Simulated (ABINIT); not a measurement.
The system is AlN.

```
Al N
1.0
     0.00000    2.18399    2.18399
     2.18399    0.00000    2.18399
     2.18399    2.18399    0.00000
Al N
1 1
Direct
  0.00000 0.00000 0.00000
  0.25000 0.25000 0.25000
```

Measurements of this composition are mostly on another form, of space group No. 186.

Base run:

* Program: ABINIT 10.8.3 (patched build)
* Functional: LDA
* Potentials or basis: PseudoDojo NC SR LDA v0.4.1 standard
* Cutoff: 1143 eV
* k mesh: 8 × 8 × 8
* Occupations: fermi-dirac, width 0.05 eV
* Spin: no spin polarisation

Its results: band gap on the k mesh 3.26 eV, indirect (least direct gap 4.24 eV); pressure -4.8 GPa.

Q: After a change of settings the same cell gave: band gap on the k mesh 3.26 eV, indirect (least direct gap 4.24 eV); pressure -5.3 GPa. Which change was it?
A. functional from LDA to PBE; potentials or basis from PseudoDojo NC SR LDA v0.4.1 standard to SPMS NC PBE v1.0; cutoff from 1143 eV to 925 eV
B. cutoff from 1143 eV to 980 eV
C. functional from LDA to PBE; potentials or basis from PseudoDojo NC SR LDA v0.4.1 standard to Ansatz NC PBE; cutoff from 1143 eV to 1088 eV
D. functional from LDA to PBEsol; potentials or basis from PseudoDojo NC SR LDA v0.4.1 standard to PseudoDojo NC SR PBEsol v0.4.1 standard; cutoff from 1143 eV to 980 eV

A: B.

Not every run made on this cell is shown here.
